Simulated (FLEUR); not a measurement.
## Bi under changes of volume

One of the cells (35.070 Å³/atom); the others are scaled copies at fixed shape and fractional positions:

```
Bi
1.0
     2.26750    1.30914    3.93800
    -2.26750    1.30914    3.93800
     0.00000   -2.61828    3.93800
Bi
2
Cartesian
  0.0000 0.0000 9.0495
  0.0000 0.0000 2.7645
```

| Property | Result |
| --- | --- |
| Program | FLEUR MaX-R8.1 (later development tree) |
| Functional | PBEsol |
| Potentials or basis | all-electron |
| Basis | FLAPW |
| Kmax | 4.1 1/bohr |
| k mesh | 7 × 7 × 7 |
| Occupations | fermi-dirac, width 0.05 eV |
| Spin | no spin polarisation |

```tsv
volume (Å³/atom)	energy over the lowest point (meV/atom)	gap on the mesh (eV)
32.965	17.55	0.29
33.667	?	?
34.368	0.91	0.27
35.070	0.00	0.26
35.771	3.35	0.25
36.472	10.43	0.24
37.174	20.95	0.24
```

Task: What does the run at 33.667 Å³/atom give?

Result: Energy over the lowest point 6.57 meV/atom; gap on the mesh 0.28 eV.

Worked out: A Birch-Murnaghan fit of order 3 (a polynomial in V^(-2/3)) to the other rows has its minimum at 34.86 Å³/atom with B0 = V·E''(V) = 50 GPa and B' = 4.6 at fixed shape and positions, which overstates the stiffness. It gives 6.56 meV/atom at 33.667 Å³/atom, against the run's 6.57. A straight line through the other rows of the gap, of slope -0.443 eV per unit of ln V, gives 0.28 eV, against the run's 0.28.

Energies are extrapolated to zero smearing.

Caveats: spin-orbit coupling is left out, which as a rule narrows the gap of such compounds by several tenths of an eV; an odd mesh through Γ misses points on the zone boundary, where band edges often lie.
